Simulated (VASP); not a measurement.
# MoS2 (R-3m) in VASP: further runs

The runs below take MoS2 through single point, with PBE.

All numbers are computed with VASP 6.6.1; they aren't measurements. Logs are shortened: lines on timing, memory, paths and dates and some standing lists are left out, and cuts for length are marked.

### 1 The structure

The structure is trigonal, space group R-3m (No. 166). Conventional cell: a = 3.171 Å, b = 3.171 Å, c = 18.345 Å, α = 90.00°, β = 90.00°, γ = 120.00°. Mo (site symmetry -3m) is surrounded by 6 S at 2.39 Å. S (site symmetry 3m) is surrounded by 3 Mo at 2.39 Å.

Measurements of this composition are mostly on another form, of space group No. 194.

### 2 Single point, PBE, spin-orbit coupling, no magnetisation

INCAR reads:

```
PREC = Accurate
ENCUT = 350
EDIFF = 1E-7
ISMEAR = 0
SIGMA = 0.02
LREAL = F
LASPH = T
NELM = 100
ALGO = Normal
ISIF = 2
LWAVE = F
LCHARG = F
MAGMOM = 0 0 0 0 0 0 0 0 0
LORBIT = 11
LSORBIT = T
GGA_COMPAT = F
LMAXMIX = 4
GGA = PE
NBANDS = 42
```

KPOINTS reads:

```
regular mesh
0
Gamma
  3 3 3
```

POSCAR reads:

```
MoS2
1.0
    1.5855000000      0.9153888518      6.1149966667
   -1.5855000000      0.9153888518      6.1149966667
    0.0000000000     -1.8307777036      6.1149966667
Mo S
1 2
Direct
    0.0000000000      0.0000000000      0.0000000000
    0.2500000000      0.2500000000      0.2500000000
    0.7500000000      0.7500000000      0.7500000000
```

Potentials or basis: VASP PAW PBE potentials, release 64 (Mo_sv, S).

Launch:

```bash
> cat potpaw_PBE.64/Mo_sv/POTCAR potpaw_PBE.64/S/POTCAR > POTCAR
> mpirun -np 1 vasp_ncl > vasp.out
```

OUTCAR:

```text
PREC = Accurate
   ENCUT = 350
   EDIFF = 1E-7
   ISMEAR = 0
   LREAL = F
   LASPH = T
   NELM = 100
   ISIF = 2
   LORBIT = 11
   LSORBIT = T
   GGA = PE

 Found      6 irreducible k-points:

 Following reciprocal coordinates:
            Coordinates               Weight
  0.000000  0.000000  0.000000      1.000000
  0.333333 -0.000000  0.000000      6.000000
  0.333333  0.333333  0.000000      6.000000
 -0.333333  0.333333  0.000000      6.000000
  0.333333  0.333333  0.333333      2.000000
 -0.333333  0.333333  0.333333      6.000000
   k-points           NKPTS =      6   k-points in BZ     NKDIM =      6   number of bands    NBANDS=     42
   number of dos      NEDOS =    301   number of ions     NIONS =      3
   total plane-waves  NPLWV =  64000
   dimension x,y,z NGX =    40 NGY =   40 NGZ =   40
   dimension x,y,z NGXF=    80 NGYF=   80 NGZF=   80
   ions per type =               1   2
   NGX,Y,Z   is equivalent  to a cutoff of  10.42, 10.42, 10.42 a.u.
   NGXF,Y,Z  is equivalent  to a cutoff of  20.84, 20.84, 20.84 a.u.
 SYSTEM =  unknown system
   PREC   = accura    normal or accurate (medium, high low for compatibility)
   ISTART =      0    job   : 0-new  1-cont  2-samecut
   ICHARG =      2    charge: 1-file 2-atom 10-const
   ISPIN  =      1    spin polarized calculation?
   LNONCOLLINEAR =      T non collinear calculations
   LSORBIT =      T    spin-orbit coupling
   LASPH  =      T    aspherical Exc in radial PAW
   ENCUT  =  350.0 eV  25.72 Ry    5.07 a.u.   9.74  9.74  9.74*2*pi/ulx,y,z
   NELM   =    100;   NELMIN=  2; NELMDL= -5     # of ELM steps
   EDIFF  = 0.1E-06   stopping-criterion for ELM
   LREAL  =      F    real-space projection
[... 7 lines left out ...]
   TEBEG  =    0.0;   TEEND  =   0.0 temperature during run
   PSTRESS=    0.0 pullay stress
   NELECT =      26.0000    total number of electrons
   NUPDOWN=      -1.0000    fix difference up-down
   EMIN   =  10.00;   EMAX   =-10.00  energy-range for DOS
   EFERMI =   0.00;   METHOD = LEGACY
   ISMEAR =     0;   SIGMA  =   0.02  broadening in eV -4-tet -1-fermi 0-gaus
   EFERMI_NEDOS =   21; number of points for ismear=-14 and -15
   IALGO  =     38    algorithm
   IMIX   =      4    mixing-type and parameters
     AMIX     =   0.40;   BMIX     =  1.00
     AMIX_MAG =   1.60;   BMIX_MAG =  1.00
  volume/ion in A,a.u.               =      17.75       119.78
  Fermi-wavevector in a.u.,A,eV,Ry     =   1.289118  2.436081 22.610522  1.661826
  Thomas-Fermi vector in A             =   2.421031
   LORBIT       =     11    0 simple, 1 ext, 2 COOP (PROOUT), +10 PAW based schemes
   GGA     = PE    functional components
   LHFCALC =     F    Hartree Fock is set to
   AEXX    =    0.0000 exact exchange contribution
[... 285 lines left out ...]
  in kB       85.3201383     85.3201383     67.8042917      0.0000000     -0.0000000      0.0000000
  external PRESSURE =      79.4815228 kB  Pullay stress =       0.0000000 kB

 VOLUME and BASIS-vectors are now :
 -----------------------------------------------------------------------------
  energy-cutoff  :      350.00
  volume of cell :       53.25
      direct lattice vectors                 reciprocal lattice vectors
     1.585500000  0.915388852  6.114996667     0.315357931  0.182071986  0.054510796
    -1.585500000  0.915388852  6.114996667    -0.315357931  0.182071986  0.054510796
     0.000000000 -1.830777704  6.114996667     0.000000000 -0.364143973  0.054510796

 POSITION                                       TOTAL-FORCE (eV/Angst)
 -----------------------------------------------------------------------------------
      0.00000      0.00000      0.00000         0.000000     -0.000000     -0.000000
      0.00000      0.00000      4.58625         0.000000      0.000000     -0.408530
      0.00000      0.00000     13.75874         0.000000     -0.000000      0.408530
 -----------------------------------------------------------------------------------
    total drift:                                0.000000      0.000000     -0.000000

  FREE ENERGIE OF THE ION-ELECTRON SYSTEM (eV)
  ---------------------------------------------------
  free  energy   TOTEN  =       -21.1561147747 eV

  energy  without entropy=      -21.1561147747  energy(sigma->0) =      -21.15611477

 Spin-Orbit-Coupling matrix elements

 Ion:    1  E_soc:     -0.1903840
 l=   1
     0.0000000    -0.0292937    -0.0292810
    -0.0292937     0.0000000    -0.0292937
    -0.0292810    -0.0292937     0.0000000
 l=   2
     0.0000000    -0.0004976     0.0000000    -0.0004976    -0.0020102
    -0.0004976     0.0000000    -0.0014439    -0.0004351    -0.0004976
     0.0000000    -0.0014439     0.0000000    -0.0014439     0.0000000
    -0.0004976    -0.0004351    -0.0014439     0.0000000    -0.0004976
    -0.0020102    -0.0004976     0.0000000    -0.0004976     0.0000000
 l=   3
     0.0000000     0.0000000     0.0000000     0.0000000     0.0000000     0.0000000     0.0000000
     0.0000000     0.0000000     0.0000000     0.0000000     0.0000000     0.0000000     0.0000000
     0.0000000     0.0000000     0.0000000     0.0000000     0.0000000     0.0000000     0.0000000
     0.0000000     0.0000000     0.0000000     0.0000000     0.0000000     0.0000000     0.0000000
[... 29 lines left out ...]
 l=   2
     0.0000000     0.0000000     0.0000000     0.0000000     0.0000000
     0.0000000     0.0000000     0.0000000     0.0000000     0.0000000
     0.0000000     0.0000000     0.0000000     0.0000000     0.0000000
     0.0000000     0.0000000     0.0000000     0.0000000     0.0000000
     0.0000000     0.0000000     0.0000000     0.0000000     0.0000000
 l=   3
     0.0000000     0.0000000     0.0000000     0.0000000     0.0000000     0.0000000     0.0000000
     0.0000000     0.0000000     0.0000000     0.0000000     0.0000000     0.0000000     0.0000000
     0.0000000     0.0000000     0.0000000     0.0000000     0.0000000     0.0000000     0.0000000
     0.0000000     0.0000000     0.0000000     0.0000000     0.0000000     0.0000000     0.0000000
     0.0000000     0.0000000     0.0000000     0.0000000     0.0000000     0.0000000     0.0000000
     0.0000000     0.0000000     0.0000000     0.0000000     0.0000000     0.0000000     0.0000000
     0.0000000     0.0000000     0.0000000     0.0000000     0.0000000     0.0000000     0.0000000

 total charge

# of ion       s       p       d       tot
------------------------------------------
    1        2.306   6.235   3.938  12.479
    2        1.364   2.362   0.000   3.726
    3        1.364   2.362   0.000   3.726
--------------------------------------------------
tot          5.034  10.960   3.938  19.932

 magnetization (x)

# of ion       s       p       d       tot
------------------------------------------
    1        0.000  -0.000  -0.000  -0.000
    2        0.000   0.000   0.000   0.000
    3        0.000   0.000   0.000   0.000
--------------------------------------------------
tot          0.000  -0.000  -0.000  -0.000

 magnetization (y)

# of ion       s       p       d       tot
------------------------------------------
    1        0.000   0.000   0.000   0.000
    2        0.000   0.000   0.000   0.000
    3        0.000   0.000   0.000   0.000
--------------------------------------------------
tot          0.000   0.000   0.000   0.000

 magnetization (z)

# of ion       s       p       d       tot
------------------------------------------
    1        0.000   0.000   0.000   0.000
    2        0.000   0.000   0.000   0.000
    3        0.000   0.000   0.000   0.000
--------------------------------------------------
tot          0.000   0.000   0.000   0.000
```

stdout:

```text
POSCAR found type information on POSCAR MoS
 POSCAR found :  2 types and       3 ions
 scaLAPACK will be used
 LDA part: xc-table for (Slater+PW92), standard interpolation
 POSCAR, INCAR and KPOINTS ok, starting setup
 FFT: planning ... GRIDC
 FFT: planning ... GRID_SOFT
 FFT: planning ... GRID
 WAVECAR not read
 entering main loop
```

It took 75 s on 1 thread of Intel Xeon Platinum 8559C (Emerald Rapids), shared host; peak memory 0.45 GiB.

The run converged, but some of its settings lie outside the range that counts as converged, so its numbers aren't taken as properties of the crystal.

Results:

| Quantity | Value |
| --- | --- |
| Free energy | -21.1561 eV |
| Pressure | 7.9 GPa |
| Largest force | 0.409 eV/Å |
| Valence electrons inside the program's atomic spheres | Mo 12.48; S 3.73 |

Caveat: the k mesh is coarse (spacing up to 0.77 Å⁻¹), so the values aren't converged; the cell's inner coordinates are idealised or old, which leaves forces on the atoms.

### 3 Single point, PBE, spin-orbit coupling, no magnetisation

Changes to INCAR since step 2:

```diff
@@ -1,3 +1,3 @@
 PREC = Accurate
-ENCUT = 350
+ENCUT = 500
 EDIFF = 1E-7
```

KPOINTS is that of step 2.

POSCAR is that of step 2.

Potentials or basis: VASP PAW PBE potentials, release 64 (Mo_sv, S).

Launch:

```bash
> cat potpaw_PBE.64/Mo_sv/POTCAR potpaw_PBE.64/S/POTCAR > POTCAR
> mpirun -np 1 vasp_ncl > vasp.out
```

Wall time 2.2 min (1 thread of Intel Xeon Platinum 8559C (Emerald Rapids), shared host); peak memory 0.65 GiB.

The run converged, but some of its settings lie outside the range that counts as converged, so its numbers aren't taken as properties of the crystal.

Results:

```
Free energy                                           : -21.1630 eV
Pressure                                              : 8.4 GPa
Largest force                                         : 0.402 eV/Å
Valence electrons inside the program's atomic spheres : Mo 12.48; S 3.73
```

Caveat: the k mesh is coarse (spacing up to 0.77 Å⁻¹), so the values aren't converged; the cell's inner coordinates are idealised or old, which leaves forces on the atoms.

### 4 Single point, PBE, spin-orbit coupling, no magnetisation

Changes to INCAR since step 3:

```diff
@@ -1,3 +1,3 @@
 PREC = Accurate
-ENCUT = 500
+ENCUT = 600
 EDIFF = 1E-7
```

KPOINTS is that of step 3.

POSCAR is that of step 3.

Launch:

```bash
> cat potpaw_PBE.64/Mo_sv/POTCAR potpaw_PBE.64/S/POTCAR > POTCAR
> mpirun -np 1 vasp_ncl > vasp.out
```

It took 3.3 min on 1 thread of Intel Xeon Platinum 8559C (Emerald Rapids), shared host; peak memory 0.88 GiB.

These settings aren't checked as converged: the numbers below hold their error.

What came out:

```yaml
Free_energy: -21.1639 eV
Pressure: 8.4 GPa
Largest_force: 0.401 eV/Å
Valence_electrons_inside_the_program's_atomic_spheres: Mo 12.48; S 3.73
```

Caveat: the k mesh is coarse (spacing up to 0.77 Å⁻¹), so the values aren't converged; the cell's inner coordinates are idealised or old, which leaves forces on the atoms.
